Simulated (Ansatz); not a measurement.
The system is SnTe.

```
CELL_PARAMETERS angstrom
0.00000 3.61115 3.61115
3.61115 0.00000 3.61115
3.61115 3.61115 0.00000
ATOMIC_POSITIONS crystal
Te 0.25000 0.25000 0.25000
Sn 0.00000 0.00000 0.00000
```

Measurements of this composition are mostly on another form, of space group No. 225.

Base run:

| Item | Value |
| --- | --- |
| Program | Ansatz 0.2.0 |
| Functional | PBEsol |
| Potentials or basis | all-electron LAPW, scalar-relativistic |
| Cutoff | 189 eV |
| Density cutoff | 756 eV |
| Basis error allowed | 0.001 eV/atom |
| k mesh | 7 × 7 × 7 |
| Occupations | fermi-dirac, width 0.05 eV |
| Spin | no spin polarisation |

Its results: pressure -1.4 GPa.

Task: After a change of settings the same cell gave: pressure -2.2 GPa. Which change was it?
A. potentials or basis from all-electron LAPW, scalar-relativistic to all-electron PAW datasets made for the crystal; k mesh from 7 × 7 × 7 to 6 × 6 × 6
B. potentials or basis from all-electron LAPW, scalar-relativistic to all-electron PAW datasets made for the crystal
C. potentials or basis from all-electron LAPW, scalar-relativistic to all-electron LAPW, non-relativistic
D. functional from PBEsol to LDA

Result: D.

LDA binds more tightly than PBEsol, so the same cell stands under less pressure.

Not every run made on this cell is shown here.
